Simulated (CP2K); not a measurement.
ZnSe (Stilleite):

```
CELL_PARAMETERS angstrom
4.00760 0.00000 0.00000
2.00380 3.47068 0.00000
2.00380 1.15689 3.27219
ATOMIC_POSITIONS crystal
Se 0.75000 0.75000 0.75000
Zn 0.00000 0.00000 0.00000
```

Program: CP2K 2026.2. Alike in all runs: task single point; level PBE; no spin polarisation; cell as given; k mesh 8 × 8 × 8; smearing fermi-dirac 0.05 eV.

Question: Order these runs on this cell by their band gap on the k mesh, lowest first.
A. potentials or basis GTH_POTENTIALS Se GTH-BLYP-q6, Zn GTH-BLYP-q12; DZVP-MOLOPT-SR-GTH basis
B. potentials or basis GTH_POTENTIALS Se GTH-PADE-q6, Zn GTH-PADE-q12; DZVP-MOLOPT-SR-GTH basis
C. potentials or basis POTENTIAL_UZH Se GTH-PBE0-q6, Zn GTH-PBE0-q12; DZVP-MOLOPT-SR-GTH basis

Answer: A (1.22 eV), B (1.37 eV), C (1.53 eV).

Caveats: the basis of atomic orbitals isn't converged, which shifts pressures, moduli and gaps.
